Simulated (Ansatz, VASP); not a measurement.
# Si in two plane-wave programs, part 2 of 2

One calculation is typed for both programs; each brings its own data sets. How far apart do they land? The structure shown is the end of the Ansatz relaxation below.

VASP 6.6.1 and Ansatz 0.2.0.

So far. Step 3 (VASP: single point, PBEsol, pair 1): The run ends at a pressure of -0.34 GPa.

### Step 6. VASP: single point, PBEsol, pair 2 (continued)

Level of this step: PBEsol; plane waves and PAW (Si) (VASP).

Numbers of over 12 decimals in the logs are rounded to 6 here.

From OUTCAR (step 6):

```text
  Total        0.0654113      0.0654113      0.0109429      0.0000000      0.0000000     -0.0000000
  in kB        1.3061939      1.3061939      0.2185189      0.0000000      0.0000000     -0.0000000
  external PRESSURE =       0.9436356 kB  Pullay stress =       0.0000000 kB

 POSITION                                       TOTAL-FORCE (eV/Angst)
 -----------------------------------------------------------------------------------
      0.00000      0.00000      2.71671         0.000000     -0.000000     -0.000000
      1.92137      0.00000      4.07507         0.000000      0.000000      0.000000
      1.92137      1.92137      0.00000        -0.000000     -0.000000      0.000000
      0.00000      1.92137      1.35836        -0.000000      0.000000      0.000000
 -----------------------------------------------------------------------------------
    total drift:                               -0.000000      0.000000     -0.000000

  FREE ENERGIE OF THE ION-ELECTRON SYSTEM (eV)
  ---------------------------------------------------
  free  energy   TOTEN  =       -22.9798455001 eV

  energy  without entropy=      -22.9798453311  energy(sigma->0) =      -22.97984542

[... 1 part as in an earlier step ...]

[... 2 further parts left out ...]
[key lines of the parts left out:]
E-fermi :   5.9964
```

The run ends at a pressure of 0.09 GPa.

### Step 7. Differences

Compared:

| quantity | Ansatz | VASP | difference |
| --- | --- | --- | --- |
| pressure (GPa) | -0.03 | 0.09 | -0.12 |
| gap on the k mesh (eV) | 0.465 | 0.459 | +0.006 |

A gap on the mesh is an upper bound, since the band edges may lie between its points.

### Step 8. Ansatz: relaxation, PBEsol

This run makes the geometry at which the two programs are then compared. The cell compared in this pair holds 80.96 Å³, against 80.23 Å³ for the pair before.

The structure compared here is the end of the Ansatz relaxation.

input.yaml reads:

```yaml
crystal:
  lattice:
    - [3.822798955, 0.0, 0.0]
    - [0.0, 3.822798955, 0.0]
    - [0.0, 0.0, 5.54208942]
  atoms:
    - { symbol: Si, position: [0.0, 0.0, 0.5] }
    - { symbol: Si, position: [0.5, 0.0, 0.75] }
    - { symbol: Si, position: [0.5, 0.5, 0.0] }
    - { symbol: Si, position: [1.0, 0.5, 0.25] }
kpoints:
  mp_grid: { grid: [7, 7, 5] }
scf:
  occupations: { method: fermi_dirac, width: 0.02 }
hamiltonian:
  xc: pbesol
  pseudopotentials: { kind: paw, azcp: { folder: soft_1 }, xc_functional: pbe }
basis:
  ecutwfc: 600
output:
  forces: true
  stress: true
relax:
  f_tol: 0.005
  max_steps: 70
  cell: { stress_tol: 0.02, p_target: 0, fix: [c, alpha, beta, gamma] }
```

Command:

```bash
$ ansatz run input.yaml --threads 4 --pin off --max-ram 10240MiB --backend cpu --events-out ev --progress --plain --runs-dir out
```

Output:

```text
[...]
Crystal: 4 atoms, lattice volume = 80.991 Å³
Basis set: ecut = 600 eV, 2727 PW (Γ), exchange–correlation on 64×64×90 points (8 copies of the dense FFT grid, shifted against one another)
Bands: 12, of which v1, the nominal top of the filled ones, is band 8 counted from 1 (7 counted from 0)
Symmetry: 32 space group operations
[...]
k-points: 30 of 245
[...]
P = ⅓ Tr σ = -0.8712 GPa (-8.712 kbar)
--- Relaxed structure (2 steps of the walk, 2 accepted, 1 SCFs on fresh bases) ---
[...]
cell:  # Å, volume = 80.9566 Å³
    - [3.821989, 0, 0.0]
    - [0, 3.821989, 0.0]
    - [0.0, 0.0, 5.54208942]
  atoms:
    - { symbol: Si, position: [0, 0, 0.500000] }
    - { symbol: Si, position: [0.500000, 0, 0.750000] }
    - { symbol: Si, position: [0.500000, 0.500000, 0] }
    - { symbol: Si, position: [1.000000, 0.500000, 0.250000] }
[key lines of the parts left out:]
SCF converged after 4 iterations
Free energy (F): -2485.958349 eV
Fermi energy:    6.289614 eV
```

### Step 9. VASP: single point, PBEsol, pair 3

The same cell, functional, mesh and smearing now go to VASP, with its own data sets.

INCAR reads:

```
SYSTEM = Si
PREC = Accurate
ENCUT = 500
EDIFF = 1E-06
NELM = 120
ISMEAR = -1
SIGMA = 0.02
LREAL = .FALSE.
ALGO = Normal
GGA = PS
NBANDS = 14
LORBIT = 11
LWAVE = .FALSE.
LCHARG = .FALSE.
ISIF = 2
LASPH = .TRUE.
GGA_COMPAT = .FALSE.
EFERMI = MIDGAP
```

POSCAR reads:

```
Si
1.0
    3.8219886801      0.0000000000      0.0000000000
    0.0000000000      3.8219886801      0.0000000000
    0.0000000000      0.0000000000      5.5420894200
Si
4
Direct
    1.0000000000      0.0000000000      0.5000000000
    0.5000000000      0.0000000000      0.7500000000
    0.5000000000      0.5000000000      0.0000000000
    1.0000000000      0.5000000000      0.2500000000
```

KPOINTS reads:

```
Automatic mesh
0
Gamma
7 7 5
0 0 0
```

PAW data sets: Si (PBE family, release 64).

Command:

```bash
$ mpirun -np 1 vasp_std
```

Output:

```text
[... set-up lines as in an earlier step ...]
 entering main loop
       N       E                     dE             d eps       ncg     rms          rms(c)
DAV:   1     0.259689265554E+02    0.25969E+02   -0.59171E+03   840   0.909E+02
DAV:   2    -0.214268394949E+02   -0.47396E+02   -0.43579E+02  1138   0.130E+02
DAV:   3    -0.233755254348E+02   -0.19487E+01   -0.19278E+01  1128   0.253E+01
DAV:   4    -0.234013510030E+02   -0.25826E-01   -0.25812E-01  1002   0.378E+00
[...]
DAV:   9    -0.229670604771E+02   -0.12361E-03   -0.42743E-04  1140   0.131E-01    0.766E-02
DAV:  10    -0.229671093596E+02   -0.48882E-04   -0.10447E-04   960   0.571E-02    0.342E-02
DAV:  11    -0.229671094246E+02   -0.64980E-07   -0.19655E-06  1012   0.921E-03
   1 F= -.22967109E+02 E0= -.22967109E+02  d E =-.173530E-05
```

OUTCAR, selected parts (step 9):

```text
  Total        0.0564532      0.0564532     -1.2522210      0.0000000      0.0000000      0.0000000
  in kB        1.1172408      1.1172408    -24.7821656      0.0000000      0.0000000      0.0000000
  external PRESSURE =      -7.5158946 kB  Pullay stress =       0.0000000 kB

 POSITION                                       TOTAL-FORCE (eV/Angst)
 -----------------------------------------------------------------------------------
      0.00000      0.00000      2.77104         0.000000     -0.000000      0.000000
      1.91099      0.00000      4.15657         0.000000      0.000000      0.000000
      1.91099      1.91099      0.00000        -0.000000     -0.000000      0.000000
      0.00000      1.91099      1.38552         0.000000      0.000000     -0.000000
 -----------------------------------------------------------------------------------
    total drift:                               -0.000000      0.000000     -0.000000

  FREE ENERGIE OF THE ION-ELECTRON SYSTEM (eV)
  ---------------------------------------------------
  free  energy   TOTEN  =       -22.9671094246 eV

  energy  without entropy=      -22.9671076893  energy(sigma->0) =      -22.96710856

[... 1 part as in an earlier step ...]

[... 2 further parts left out ...]
[key lines of the parts left out:]
E-fermi :   5.9085
```

The run ends at a pressure of -0.75 GPa.

### Step 10. Comparison

The two programs side by side:

```csv
quantity,Ansatz,VASP,difference
pressure (GPa),-0.87,-0.75,-0.12
gap on the k mesh (eV),0.349,0.343,+0.006
```

A gap on the mesh is an upper bound, since the band edges may lie between its points.

### Step 11. Results

* difference in gap on the k mesh (single point, PBEsol, pair 1): 0.0060 eV
* difference in gap on the k mesh (single point, PBEsol, pair 2): 0.0061 eV
* difference in gap on the k mesh (single point, PBEsol, pair 3): 0.0060 eV

What this shows: The difference in gap on the k mesh is 0.0061 eV (single point, PBEsol, pair 2), within the 0.08 eV picked in this series as the mark of a large difference. 4 further runs of this series are not shown here. Such differences can come from data sets, numerical settings and the points named under the comparisons, not from the functional's error against experiment.

[Lines on the potential files, build, host, timing and source positions are cut from VASP's logs without a mark.]

[Logs are printed without paths, hosts, clocks, repeated set-up lines and the standing remarks that a program may print on its own settings, such as how far it seeks lower states.]

[Hosts, paths, dates, database ids (printed as entryN), source tags and the programs' standing remarks are cut or masked in the printed files.]
